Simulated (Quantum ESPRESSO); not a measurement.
SiC (Moissanite):

```
CELL_PARAMETERS angstrom
3.07600 0.00000 0.00000
-1.53800 2.66389 0.00000
0.00000 0.00000 5.04800
ATOMIC_POSITIONS crystal
Si 0.66667 0.33333 0.50000
Si 0.33333 0.66667 0.00000
C 0.66667 0.33333 0.88500
C 0.33333 0.66667 0.38500
```

```yaml
Program: Quantum ESPRESSO 7.5
Task: phonons
Functional: LDA
Potentials_or_basis: PseudoDojo 0.4.1 SR LDA standard
Cutoff: 1116 eV
Density_cutoff: 4463 eV
k_mesh: 6 × 6 × 4, shifted
Occupations: fermi-dirac, width 0.05 eV
Spin: no spin polarisation
Form_of_the_LDA_correlation: PW92
Mixing_beta: 0.5
Most_SCF_iterations: 120
SCF_threshold: 8e-10 Ry
```

The atoms were relaxed first, and the response was taken there.

The first run showed a gap, so the response started from a second, tighter run with fixed occupations.

Task: Where do the zone-centre optical modes lie?

Result: E2 at 259 cm⁻¹ (Raman); B1 at 587 cm⁻¹ (silent); E2 at 746 cm⁻¹ (Raman); A1 at 752 cm⁻¹ (IR and Raman); E1 at 783 cm⁻¹ (IR and Raman); B1 at 823 cm⁻¹ (silent). Polar modes are given without the macroscopic field (transverse values).

Optical modes at Γ, degenerate ones joined, polar ones without the macroscopic field:
| cm⁻¹ | components | symmetry | active in | IR intensity, summed ((D/Å)²/amu) |
| --- | --- | --- | --- | --- |
| 259 | 2 | E2 | Raman | 0.00 |
| 587 | 1 | B1 | silent | 0.00 |
| 746 | 2 | E2 | Raman | 0.00 |
| 752 | 1 | A1 | IR and Raman | 45.14 |
| 783 | 2 | E1 | IR and Raman | 80.20 |
| 823 | 1 | B1 | silent | 0.00 |

Caveat: the cell is more than 3 GPa from zero pressure, which shifts response properties.
